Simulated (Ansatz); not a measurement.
# Equation of state of Al

```xyz
1
Lattice="0.0000 2.0240 2.0240 2.0240 0.0000 2.0240 2.0240 2.0240 0.0000" Properties=species:S:1:pos:R:3 pbc="T T T"
Al    0.0000    0.0000    0.0000
```

The cell is COD entry 4313206, as deposited and not checked against the literature; nothing was relaxed.

All numbers are computed: DFT, PBE, all-electron LAPW, scalar-relativistic (Ansatz 0.2.0); DFT, PBE, PAW with Ansatz's default frozen-core files, scalar-relativistic (Ansatz 0.2.0).

For LAPW: a Γ-centred 14×14×14 k mesh, Fermi–Dirac smearing of 0.05 eV, basis error target 1 meV/atom, no spin polarisation. PAW takes a cutoff of 420 eV at this cell. The Ansatz runs share mesh, smearing and spin set-up. Plane-wave (PAW) pressures include the program's estimate of the Pulay term.

The cell above is scaled evenly, with fractional coordinates and shape held.

```tsv
V/V(cell)	V (Å³/atom)	P, LAPW (GPa)	P, PAW (GPa)
0.9400	15.588	4.71	4.73
0.9600	15.919	2.74	2.75
0.9800	16.251	0.97	0.98
0.9900	16.417	0.16	0.17
1.0000	16.582	-0.61	-0.61
1.0100	16.748	-1.34	-1.34
1.0200	16.914	-2.02	-2.02
1.0400	17.246	-3.26	-3.27
1.0600	17.577	-4.35	-4.36
```

**Question.** What do Birch–Murnaghan fits to the pressures give?

**Answer.** LAPW: V0 = 16.45 Å³/atom, B0 = 77 GPa, B0′ = 4.8; PAW: V0 = 16.45 Å³/atom, B0 = 77 GPa, B0′ = 4.8.

PAW's V0 lies 0.01 % from the all-electron value and its B0 0.2 %. Symmetry fixes shape and coordinates here, so this is the relaxed modulus.
